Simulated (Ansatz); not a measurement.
# Si (I4_1/amd) in Ansatz: further runs

One crystal, Si, is run at these levels: PBE; tasks: single point.

Program: Ansatz 0.2.0. These are calculated values, not measurements. Logs are shortened: lines on timing, memory, paths and dates and some standing lists are left out, and cuts for length are marked.

### Step 1. Starting point

Symmetry: I4_1/amd, No. 141, tetragonal system. Conventional cell: a = 4.743 Å, b = 4.743 Å, c = 2.659 Å, α = 90.00°, β = 90.00°, γ = 90.00°. Si (site symmetry -4m2) has 6 Si at 2.46 to 2.66 Å as nearest neighbours.

This isn't the form of Si at room conditions, which is diamond.

### Step 2. Single point, PBE

Input file input.yaml:

```yaml
crystal:
  lattice:
    - [-2.3713723045, 2.3713723045, 1.3292653899]
    - [2.3713723045, -2.3713723045, 1.3292653899]
    - [2.3713723045, 2.3713723045, -1.3292653899]
  atoms:
    - { symbol: Si, position: [0.5, 0.5, 0.0] }
    - { symbol: Si, position: [0.25, 0.75, 0.5] }
hamiltonian:
  xc: pbe
  pseudopotentials: { kind: paw }
kpoints:
  mp_grid: { grid: [11, 11, 11] }
scf:
  occupations: { method: gaussian, width: 0.016 }
output:
  forces: true
  stress: true
  eigenvalues: true
```

Potentials or basis: Ansatz PAW.

Started as:

```sh
ansatz run input.yaml --threads 2 --pin off --max-ram 5632MiB --backend cpu --events-out ev --progress --plain --runs-dir out
```

Log:

```text
Warning: RAYON_NUM_THREADS=2 ignored (pool sized by the plan → 2); use --threads N
Engine: ansatz 0.2.0, x86_64-unknown-linux-gnu
Pseudopotentials: kind: paw
Pseudopotential: Si, paw, valence charge 4, recommended cutoff 420 eV (normal), Si.paw.azcp
Functional definition: PBE
  parameter kappa = 0.804
  parameter beta = 0.06672455060314922
  exchange = pbe_x(kappa = kappa, mu = beta*pi^2/3)
  correlation = pbe_c(beta = beta)
Crystal: 2 atoms, lattice volume = 29.900 Å³
Basis set: ecut = 420 eV, 581 PW (Γ), exchange–correlation on 50×50×50 points (8 copies of the dense FFT grid, shifted against one another)
Bands: 8, of which v1, the nominal top of the filled ones, is band 4 counted from 1 (3 counted from 0)
Symmetry: 16 space group operations
Space group: I41/amd (ITA 141), of the structure as read, at distance tolerance 3.1e-5 Å
k-points: 126 of 1331
Non-local potential: Si, projectors of the file, l = 0: 2, l = 1: 2, l = 2: 2
PAW form: soft (Blöchl's): semilocal exchange-correlation on the pseudo side does not see the compensation charge
PAW one-centre angular grid: Si, 110 points (default); XC on 64 Gauss nodes
Initial density: superposition of atomic densities (neutral atoms: chi_scale 0, normalization atom), corrected by the library's trained network
Initial wavefunctions: pseudopotential atomic-orbital guess
Functional: x = pbe(κ = 0.804, μ = 0.2195149727645171), c = pbe(β = 0.06672455060314922)
SCF iter   1: F=—  HF=-1271.020699 eV  |F-HF|=—  |Δ(HF+E_count)|=         —  Δρ=1.55e-3  dr2=2.45e-4  ethr=1.77e-3  ⟨swp⟩=5.7  Hψ=8500  notcnv=0
preconditioner: auto → none  [metal: Δε(μ)=0.002 eV  Ē_g=10.224 eV  σ=0.016 eV  W_gap=0.07  n_scr=4 (ndim 8)  ℏωp=19.2 eV  f_vac=0.000  D(μ)=1.66/eV (n_scr^D=16)  sad-step TF]
SCF iter   2: F=—  HF=-1271.020900 eV  |F-HF|=—  |Δ(HF+E_count)|=   2.01e-4  Δρ=8.99e-4  dr2=8.17e-5  ethr=3.06e-6  ⟨swp⟩=2.2  Hψ=2559  notcnv=0  defer=3
SCF iter   3: F=—  HF=-1271.020999 eV  |F-HF|=—  |Δ(HF+E_count)|=   9.87e-5  Δρ=7.73e-5  dr2=1.45e-6  ethr=1.02e-6  ⟨swp⟩=2.0  Hψ=1481  notcnv=0  defer=3
SCF iter   4: F=—  HF=-1271.020999 eV  |F-HF|=—  |Δ(HF+E_count)|=   1.73e-7  Δρ=2.54e-5  dr2=1.42e-7  ethr=1.81e-8  ⟨swp⟩=1.0  Hψ=976  notcnv=0  defer=3
iter 5 did not close the SCF: its close was put off for the readings that it lacked (scf_convergence_deferred on its scf_iter line)
SCF iter   5: F=-1271.020999 eV  HF=-1271.020999 eV  |F-HF|=4.77e-10  |Δ(HF+E_count)|=   1.78e-8  Δρ=2.06e-6  dr2=1.16e-9  ethr=1.78e-9  ⟨swp⟩=2.0  Hψ=1478  notcnv=0  defer=3
SCF iter   6: F=-1271.020999 eV  HF=-1271.020999 eV  |F-HF|=1.23e-11  |Δ(HF+E_count)|=  3.72e-10  Δρ=3.41e-7  dr2=2.94e-11  ethr=1.45e-11  ⟨swp⟩=1.5  Hψ=3399  notcnv=0
SCF 1 converged in 6 iterations: F = -1271.020999 eV  dr2 = 2.94e-11
SCF converged after 6 iterations
Free energy (F): -1271.020999 eV
Harris-Foulkes:  -1271.020999 eV  (|F-HF|=1.23e-11)
Internal energy: -1271.020786 eV  (E = F + TS)
E sigma→0 (E₀):  -1271.020892 eV
Entropy (-TS):   -0.000213 eV (-0.106 meV/atom)
Fermi energy:    9.953589 eV
--- Per-component energies (eV) ---
  E_band       = 35.462340
  E_kinetic    = 82.711874
  E_local      = -3.123189  (includes V_loc(G=0)·N_el)
  E_nonlocal   = 51.203049
  E_hartree    = 2.316836
  E_xc         = -111.911476
  E_vxc        = -95.573847  (∫ρ·V_xc dr)
  E_paw        = -1024.945160  (= ΣΔE_a)
  E_vpaw       = -4.389239  (= ΣTr[D̂ρ^β])
  E_aug_tail   = 0.000013  (compensation charges beyond the density's cutoff)
  E_ewald      = -267.272733
  E_smearing   = -0.000213  (= −TS)
  E_closure    = 0.000000  (closes the sum)
  Σ components = -1271.020999   (vs F -1271.020999, Δ=0.00e0)
--- Forces (eV/Å), atoms counted from 1 ---
  atom   1  Si    -0.00000000     0.00000000     0.00000000
  atom   2  Si     0.00000000     0.00000000     0.00000000
  max |Σ_I F_I| component: 1.39e-17 eV/Å
--- Stress (GPa, compression-positive) ---
        3.713625       0.000000       0.000000
        0.000000       3.713625      -0.000000
        0.000000      -0.000000       2.253907
  P = ⅓ Tr σ = 3.2271 GPa (32.271 kbar)
--- Band table (eV; the first three rows and the last of 126) ---
  k-point 0: bands = ["-3.9702", "7.4895", "7.4895", "8.1963", "11.4892", "17.4577", "19.0707", "19.0792"]
  k-point 1: bands = ["-3.8645", "6.0644", "7.5847", "9.1708", "12.2045", "16.4490", "18.4332", "18.9437"]
  k-point 2: bands = ["-3.5478", "4.2982", "7.8700", "9.8928", "14.0259", "14.9233", "17.1687", "18.6558"]
  k-point 125: bands = ["1.0963", "1.7286", "3.1193", "3.7441", "15.4800", "15.4967", "22.4913", "22.9968"]
```

Run time: 0.37 s. Hardware: 2 threads of AMD EPYC 9R45 (Zen 5), shared host; peak memory 0.37 GiB.

What came out:

- Free energy: -1271.0210 eV
- Pressure: 3.2 GPa
- Band gap on the k mesh: none (metal or under the smearing width)

### Step 3. Single point, PBE

input.yaml, as its differences from that of step 2:

```diff
@@ -14,3 +14,3 @@
 scf:
-  occupations: { method: gaussian, width: 0.016 }
+  occupations: { method: gaussian, width: 0.017 }
 output:
```

Potentials or basis: Ansatz PAW.

Started as:

```sh
ansatz run input.yaml --threads 2 --pin off --max-ram 5632MiB --backend cpu --events-out ev --progress --plain --runs-dir out
```

Wall time 0.37 s (2 threads of AMD EPYC 9R45 (Zen 5), shared host); peak memory 0.37 GiB.

Results (log left out):

```yaml
Free_energy: -1271.0210 eV
Pressure: 3.2 GPa
Band_gap_on_the_k_mesh: none (metal or under the smearing width)
```

Stress tensor (GPa, compression positive):
```
3.71 0.00 0.00
0.00 3.71 0.00
0.00 0.00 2.25
```

Levels at points of the mesh, in eV from the Fermi level:
```
           k point  band 1  band 2  band 3  band 4  band 5  band 6  band 7  band 8
(0.00, 0.00, 0.00)  -13.92   -2.46   -2.46   -1.76    1.54    7.50    9.12    9.13
```

### Step 4. Single point, PBE

input.yaml, as its differences from that of step 3:

```diff
@@ -14,3 +14,3 @@
 scf:
-  occupations: { method: gaussian, width: 0.017 }
+  occupations: { method: gaussian, width: 0.018 }
 output:
@@ -19 +19,5 @@
   eigenvalues: true
+  write_density: true
+  write_potential: true
+  elf: true
+  volumetric_format: npy
```

Started as:

```sh
ansatz run input.yaml --threads 2 --pin off --max-ram 5632MiB --backend cpu --events-out ev --progress --plain --runs-dir out
```

Run time: 0.48 s. Hardware: 2 threads of AMD EPYC 9R45 (Zen 5), shared host; peak memory 0.38 GiB.

The run converged. Its results:

```
Free energy            : -1271.0210 eV
Pressure               : 3.2 GPa
Band gap on the k mesh : none (metal or under the smearing width)
```

Stress tensor (GPa, compression positive):
```
3.71 0.00 0.00
0.00 3.71 0.00
0.00 0.00 2.25
```

Levels at points of the mesh, in eV from the Fermi level:
| k point | band 1 | band 2 | band 3 | band 4 | band 5 | band 6 | band 7 | band 8 |
| --- | --- | --- | --- | --- | --- | --- | --- | --- |
| (0.00, 0.00, 0.00) | -13.92 | -2.46 | -2.46 | -1.76 | 1.54 | 7.50 | 9.12 | 9.13 |

### Step 5. Single point, PBE

input.yaml, as its differences from that of step 4:

```diff
@@ -14,3 +14,3 @@
 scf:
-  occupations: { method: gaussian, width: 0.018 }
+  occupations: { method: gaussian, width: 0.019 }
 output:
@@ -19,5 +19 @@
   eigenvalues: true
-  write_density: true
-  write_potential: true
-  elf: true
-  volumetric_format: npy
```

Started as:

```sh
ansatz run input.yaml --threads 2 --pin off --max-ram 5632MiB --backend cpu --events-out ev --progress --plain --runs-dir out
```

Run time: 0.37 s. Hardware: 2 threads of AMD EPYC 9R45 (Zen 5), shared host; peak memory 0.38 GiB.

The run converged. Its results:

```yaml
Free_energy: -1271.0210 eV
Pressure: 3.2 GPa
Band_gap_on_the_k_mesh: none (metal or under the smearing width)
```

Stress tensor (GPa, compression positive):
```
3.72 0.00 0.00
0.00 3.72 0.00
0.00 0.00 2.25
```

Levels at points of the mesh, in eV from the Fermi level:
| k point | band 1 | band 2 | band 3 | band 4 | band 5 | band 6 | band 7 | band 8 |
| --- | --- | --- | --- | --- | --- | --- | --- | --- |
| (0.00, 0.00, 0.00) | -13.92 | -2.46 | -2.46 | -1.76 | 1.54 | 7.50 | 9.12 | 9.13 |

### Step 6. Summary

```csv
smearing,gap on the mesh (eV),pressure (GPa)
gaussian 0.016 eV,none,3.2
gaussian 0.017 eV,none,3.2
gaussian 0.018 eV,none,3.2
gaussian 0.019 eV,none,3.2
```

Alike in all rows: task single point; level PBE; potentials or basis Ansatz PAW; no spin polarisation; cell as given; k mesh 11 × 11 × 11; cutoff (eV) 420.

Every run on the cell as given and a fine mesh finds a metal.

Absolute energies hang on the potentials; compare differences alone.
